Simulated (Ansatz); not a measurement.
# A defect in a wire: armchair graphene nanoribbon (N = 7, H edges), O placed on top of one C

What does the defect do to the conductance?

Calculated with Ansatz 0.2.0; DFT PBE, plane waves, PAW; relaxation of a wire's period, in the first sound run; inputs show where later runs differ.

Report form: the programs' logs are mostly left out.

## (1) The starting structure

The cell holds 18 atoms: 14 C and 4 H. Cell: a = 16.232 Å, b = 7.000 Å, c = 4.260 Å, α = 90.0°, β = 90.0°, γ = 90.0°. Vacuum lies along a and b. The structure's axis is c.

## (2) Relaxation of atoms and period

Band widths follow the bond lengths, so the wire is relaxed first. The atoms and the third cell vector are free; the box across stays fixed as vacuum. A Fermi-Dirac smearing is set since the result may be a metal. The pressure printed is a third of the stress's trace over the whole box, vacuum included; only the stress along the axis is relaxed.

input.yaml

```yaml
crystal:
  lattice:
    - [16.232, 0.0, 0.0]
    - [0.0, 7.0, 0.0]
    - [0.0, 0.0, 4.26]
  atoms:
    - { symbol: C, position: [0.272711137, 0.5, 0.0] }
    - { symbol: C, position: [0.424233571, 0.5, 0.0] }
    - { symbol: C, position: [0.575756005, 0.5, 0.0] }
    - { symbol: C, position: [0.727278439, 0.5, 0.0] }
    - { symbol: C, position: [0.272711137, 0.5, 0.333333333] }
    - { symbol: C, position: [0.424233571, 0.5, 0.333333333] }
    - { symbol: C, position: [0.575756005, 0.5, 0.333333333] }
    - { symbol: C, position: [0.727278439, 0.5, 0.333333333] }
    - { symbol: H, position: [0.21562346, 0.5, 0.458920188] }
    - { symbol: H, position: [0.784366117, 0.5, 0.458920188] }
    - { symbol: C, position: [0.348472354, 0.5, 0.5] }
    - { symbol: C, position: [0.499994788, 0.5, 0.5] }
    - { symbol: C, position: [0.651517222, 0.5, 0.5] }
    - { symbol: C, position: [0.348472354, 0.5, 0.833333333] }
    - { symbol: C, position: [0.499994788, 0.5, 0.833333333] }
    - { symbol: C, position: [0.651517222, 0.5, 0.833333333] }
    - { symbol: H, position: [0.21562346, 0.5, 0.874413146] }
    - { symbol: H, position: [0.784366117, 0.5, 0.874413146] }
kpoints:
  mp_grid: { grid: [1, 1, 19] }
scf:
  occupations: { method: fermi_dirac, width: 0.05 }
hamiltonian:
  xc: pbe
relax:
  cell: { fix: [a, b, alpha, beta, gamma] }
  max_steps: 60
```

Run with:

```console
$ ansatz run input.yaml --threads 4 --pin off --max-ram 16384MiB --backend cpu --events-out ev --progress --plain --runs-dir out
```

It took 25 s on 4 threads of Arm Neoverse V1, shared host; peak memory 0.97 GiB.

Step by step:

```csv
step,energy less that of the first step (eV),largest force component (eV/Å),pressure (GPa),volume (Å³)
1,0.0000,2.4610,0.47,484.04
2,-0.2024,0.7561,0.13,487.94
3,-0.2192,0.0595,0.07,488.43
4,-0.2194,0.0120,0.03,488.59
5,-0.2194,0.0177,0.04,488.55
6,-0.2194,0.0011,0.03,488.56
7*,-0.2240,0.0007,0.04,488.56
```

Relaxation steps marked * repeat the geometry before them on a plane-wave basis chosen anew for their cell, so energy and pressure can jump there. Relaxation step 5 was tried and not accepted.

Forces are held to the 8 operations that the run works with; a distortion that breaks them can't arise in this run.

```csv
cell as run,before,after,change
c (Å),4.260,4.300,+0.9 %
```

The atoms that moved most (Å, along periodic axes as changes of fractional coordinates times the final cell, across vacuum about the mean position):

```csv
atom,dx,dy,dz,length
H9,-0.013,0.000,-0.057,0.059
H10,0.013,0.000,-0.057,0.059
H17,-0.013,0.000,0.057,0.059
H18,0.013,0.000,0.057,0.059
C1,0.018,0.000,0.032,0.037
C5,0.018,0.000,-0.032,0.037
C4,-0.018,0.000,0.032,0.037
C8,-0.018,0.000,-0.032,0.037
```

The relaxed structure:

```cif
data_structure
_symmetry_space_group_name_H-M 'P 1'
_symmetry_Int_Tables_number 1
_cell_length_a 16.2320
_cell_length_b 7.0000
_cell_length_c 4.2998
_cell_angle_alpha 90.000
_cell_angle_beta 90.000
_cell_angle_gamma 90.000
_cell_volume 488.56
loop_
_atom_site_label
_atom_site_type_symbol
_atom_site_fract_x
_atom_site_fract_y
_atom_site_fract_z
_atom_site_occupancy
C1 C 0.27384 0.50000 0.00737 1
C2 C 0.42384 0.50000 0.99974 1
C3 C 0.57616 0.50000 0.99974 1
C4 C 0.72616 0.50000 0.00737 1
C5 C 0.27384 0.50000 0.32597 1
C6 C 0.42384 0.50000 0.33359 1
C7 C 0.57616 0.50000 0.33359 1
C8 C 0.72616 0.50000 0.32597 1
H9 H 0.21481 0.50000 0.44561 1
H10 H 0.78519 0.50000 0.44561 1
C11 C 0.34811 0.50000 0.49915 1
C12 C 0.50000 0.50000 0.50135 1
C13 C 0.65189 0.50000 0.49915 1
C14 C 0.34811 0.50000 0.83419 1
C15 C 0.50000 0.50000 0.83199 1
C16 C 0.65189 0.50000 0.83419 1
H17 H 0.21481 0.50000 0.88772 1
H18 H 0.78519 0.50000 0.88772 1
```

Numbers from this step:

```yaml
cell_length_along_the_wire: 4.300 Å
```

The cell's length comes to 4.300 Å with spin left out.

## (3) Bands of the perfect wire

This step: DFT PBE, plane waves, PAW; channels and complex bands of a perfect wire (Ansatz 0.2.0).

At the relaxed period the Bloch states of the perfect wire are found at each energy: those that move forward count the open channels, and those that decay describe how a disturbance dies away inside the wire itself. An energy step of 0.035 eV is under the 0.039 eV that the program asks for its thermal average at 300 K.

input.yaml

```yaml
crystal:
  lattice:
    - [16.232, 0.0, 0.0]
    - [0.0, 7.0, 0.0]
    - [0.0, 0.0, 4.2998212299]
  atoms:
    - { symbol: C, position: [0.27384413, 0.5, 0.007367056] }
    - { symbol: C, position: [0.423835595, 0.5, 0.999743275] }
    - { symbol: C, position: [0.576164405, 0.5, 0.999743275] }
    - { symbol: C, position: [0.72615587, 0.5, 0.007367056] }
    - { symbol: C, position: [0.27384413, 0.5, 0.325966277] }
    - { symbol: C, position: [0.423835595, 0.5, 0.333590058] }
    - { symbol: C, position: [0.576164405, 0.5, 0.333590058] }
    - { symbol: C, position: [0.72615587, 0.5, 0.325966277] }
    - { symbol: H, position: [0.214810776, 0.5, 0.445613735] }
    - { symbol: H, position: [0.785189224, 0.5, 0.445613735] }
    - { symbol: C, position: [0.348109842, 0.5, 0.499145141] }
    - { symbol: C, position: [0.5, 0.5, 0.501346888] }
    - { symbol: C, position: [0.651890158, 0.5, 0.499145141] }
    - { symbol: C, position: [0.348109842, 0.5, 0.834188193] }
    - { symbol: C, position: [0.5, 0.5, 0.831986445] }
    - { symbol: C, position: [0.651890158, 0.5, 0.834188193] }
    - { symbol: H, position: [0.214810776, 0.5, 0.887719598] }
    - { symbol: H, position: [0.785189224, 0.5, 0.887719598] }
kpoints:
  mp_grid: { grid: [1, 1, 19] }
scf:
  occupations: { method: fermi_dirac, width: 0.05 }
hamiltonian:
  xc: pbe
output:
  transmission:
    e_range: [-1.26, 1.26]
    de: 0.035
    kmesh: [1, 1]
    reduced_basis: true
    leads: [[0, 0]]
basis:
  ecutwfc: "350 eV"
```

Wall time 24 min (4 threads); peak memory 6 GiB.

This step gave:

```yaml
channels_at_the_energy_nearest_the_fermi_level_one_spin: 0
conductance_of_the_lead_as_this_run_defines_it: 1.35e-13 G₀
slowest_decay_in_the_lead_at_the_energy_nearest_the_fermi_level: 0.1278 Å⁻¹
band_gap: 1.573 eV
```

Open channels of the lead, one spin against energy, zero at the Fermi level:

```csv
energy (eV),"open channels of the lead, one spin"
-1.190,2
-1.085,2
-1.015,2
-0.910,1
-0.805,1
-0.700,0
-0.595,0
-0.490,0
-0.385,0
-0.315,0
-0.210,0
-0.105,0
0.000,0
0.105,0
0.210,0
0.315,0
0.385,0
0.490,0
0.595,0
0.700,0
0.805,1
0.910,2
1.015,2
1.085,2
1.190,2
```

The slowest values at each energy, most degenerate partners merged, listed up to 1.5 1/Å. Im kz of the slowest decaying states against energy, zero at the Fermi level:

```csv
energy (eV),decay 1 (Å⁻¹),decay 2 (Å⁻¹),decay 3 (Å⁻¹),decay 4 (Å⁻¹)
-1.190,0.177,0.462,0.473,0.498
-1.085,0.184,0.467,0.479,0.502
-1.015,0.188,0.470,0.484,0.503
-0.910,0.0473,0.193,0.475,0.489
-0.805,0.0746,0.197,0.479,0.494
-0.700,0.0862,0.0919,0.200,0.483
-0.595,0.104,0.123,0.203,0.487
-0.490,0.113,0.147,0.204,0.490
-0.385,0.120,0.165,0.205,0.493
-0.315,0.123,0.174,0.205,0.495
-0.210,0.126,0.185,0.204,0.491
-0.105,0.128,0.192,0.203,0.485
0.000,0.128,0.198,0.479,0.503
0.105,0.126,0.197,0.471,0.505
0.210,0.122,0.193,0.463,0.507
0.315,0.117,0.183,0.192,0.454
0.385,0.112,0.174,0.190,0.447
0.490,0.103,0.156,0.185,0.436
0.595,0.0901,0.131,0.179,0.424
0.700,0.0725,0.0894,0.172,0.411
0.805,0.0445,0.164,0.396,0.513
0.910,0.155,0.380,0.514,0.532
1.015,0.144,0.362,0.514,0.532
1.085,0.136,0.349,0.514,0.532
1.190,0.121,0.328,0.514,0.531
```

By hand: a barrier of this wire, of length L, would pass T ∝ exp(−2κL) at this energy; with κ = 0.128 Å⁻¹ one decade takes ln 10 / (2κ) = 9.01 Å.

At the computed energy nearest the Fermi level there are 0 channels a spin, and the thermal average gives 1.4e-13 G₀; the gap is 1.57 eV.

## (4) Relaxing the junction

This step: DFT PBE, plane waves, PAW; relaxation of a junction in a wire, ends held (Ansatz 0.2.0).

System of this step: armchair graphene nanoribbon (N = 7, H edges), O placed on top of one C. The cell holds 127 atoms: 98 C, 28 H and 1 O. Its edges and angles: a = 16.232 Å, b = 7.000 Å, c = 30.099 Å, α = 90.0°, β = 90.0°, γ = 90.0°. Regions: held atoms, 72 atoms (56 C and 16 H); free atoms, 55 atoms (42 C, 12 H and 1 O). Vacuum lies along a and b. The structure's axis is c.

55 atoms at the defect are free to relax, while 72 stay where the perfect wire has them, so that the ends still repeat as a lead. The cutoff is set under the files' recommended one to save time.

input.yaml

```yaml
crystal:
  lattice:
    - [16.232, 0.0, 0.0]
    - [0.0, 7.0, 0.0]
    - [0.0, 0.0, 30.0987486095]
  atoms:
    - { symbol: C, position: [0.27384413, 0.5, 0.001052437] }
    - { symbol: C, position: [0.423835595, 0.5, 0.999963325] }
    - { symbol: C, position: [0.576164405, 0.5, 0.999963325] }
    - { symbol: C, position: [0.72615587, 0.5, 0.001052437] }
    - { symbol: C, position: [0.27384413, 0.5, 0.046566611] }
    - { symbol: C, position: [0.423835595, 0.5, 0.047655723] }
    - { symbol: C, position: [0.576164405, 0.5, 0.047655723] }
    - { symbol: C, position: [0.72615587, 0.5, 0.046566611] }
    - { symbol: H, position: [0.214810776, 0.5, 0.063659105] }
    - { symbol: H, position: [0.785189224, 0.5, 0.063659105] }
    - { symbol: C, position: [0.348109842, 0.5, 0.071306449] }
    - { symbol: C, position: [0.5, 0.5, 0.071620984] }
    - { symbol: C, position: [0.651890158, 0.5, 0.071306449] }
    - { symbol: C, position: [0.348109842, 0.5, 0.119169742] }
    - { symbol: C, position: [0.5, 0.5, 0.118855206] }
    - { symbol: C, position: [0.651890158, 0.5, 0.119169742] }
    - { symbol: H, position: [0.214810776, 0.5, 0.126817085] }
    - { symbol: H, position: [0.785189224, 0.5, 0.126817085] }
    - { symbol: C, position: [0.27384413, 0.5, 0.143909579] }
    - { symbol: C, position: [0.423835595, 0.5, 0.142820468] }
    - { symbol: C, position: [0.576164405, 0.5, 0.142820468] }
    - { symbol: C, position: [0.72615587, 0.5, 0.143909579] }
    - { symbol: C, position: [0.27384413, 0.5, 0.189423754] }
    - { symbol: C, position: [0.423835595, 0.5, 0.190512865] }
    - { symbol: C, position: [0.576164405, 0.5, 0.190512865] }
    - { symbol: C, position: [0.72615587, 0.5, 0.189423754] }
    - { symbol: H, position: [0.214810776, 0.5, 0.206516248] }
    - { symbol: H, position: [0.785189224, 0.5, 0.206516248] }
    - { symbol: C, position: [0.348109842, 0.5, 0.214163592] }
    - { symbol: C, position: [0.5, 0.5, 0.214478127] }
[... 91 atom lines left out ...]
    - { symbol: C, position: [0.348109842, 0.5, 0.976312599] }
    - { symbol: C, position: [0.5, 0.5, 0.975998064] }
    - { symbol: C, position: [0.651890158, 0.5, 0.976312599] }
    - { symbol: H, position: [0.214810776, 0.5, 0.983959943] }
    - { symbol: H, position: [0.785189224, 0.5, 0.983959943] }
    - { symbol: O, position: [0.72615587, 0.702857143, 0.47513804], spin: 0.4 }
magnetization:
  spin_polarized: true
kpoints:
  mp_grid: { grid: [1, 1, 1] }
scf:
  occupations: { method: fermi_dirac, width: 0.1 }
hamiltonian:
  xc: pbe
relax:
  constraints:
    - { sites: [0, 1, 2, 3, 4, 5, 6, 7, 8, 9, 10, 11, 12, 13, 14, 15, 16, 17, 18, 19, 20, 21, 22, 23, 24, 25, 26, 27, 28, 29, 30, 31, 32, 33, 34, 35, 90, 91, 92, 93, 94, 95, 96, 97, 98, 99, 100, 101, 102, 103, 104, 105, 106, 107, 108, 109, 110, 111, 112, 113, 114, 115, 116, 117, 118, 119, 120, 121, 122, 123, 124, 125] }
  f_tol: 0.06
  max_steps: 35
basis:
  ecutwfc: "350 eV"
```

Wall time 9 min (4 threads); peak memory 4.5 GiB.

Relaxation path:

```csv
step,energy less that of the first step (eV),largest force component (eV/Å)
1,0.0000,3.9752
2,-0.9681,2.3817
3,-1.5423,1.9191
4,-1.8408,2.0177
5,-2.1852,1.2590
6,-2.3377,0.5703
7,-2.3808,0.4207
8,-2.3980,0.1945
9,-2.4042,0.1571
10,-2.4092,0.1859
11,-2.4112,0.0845
12,-2.4127,0.0326
```

The atoms that moved most (Å):

```csv
atom,dx,dy,dz,length
O127,0.492,-0.321,-0.700,0.914
H54,-0.061,-0.615,-0.022,0.618
H64,-0.059,-0.578,0.043,0.583
H72,0.000,0.163,-0.004,0.164
H82,0.002,0.143,0.004,0.144
C58,0.072,-0.091,-0.046,0.125
C62,0.072,-0.070,0.052,0.113
C76,0.006,0.087,0.003,0.088
```

Numbers from this step:

```yaml
energy_at_zero_smearing: -25597.2720 eV
```

The largest force component on a free atom ends at 0.033 eV/Å, under the limit of 0.06. O ends nearest to C at 1.45 Å and C at 1.45 Å.

(Continued in part 2 of 2.)

[Logs are printed without paths, hosts, clocks, repeated set-up lines and the standing remarks that a program may print on its own settings, such as how far it seeks lower states.]

[Hosts, paths, dates, database ids (printed as entryN), source tags and the programs' standing remarks are cut or masked in the printed files.]
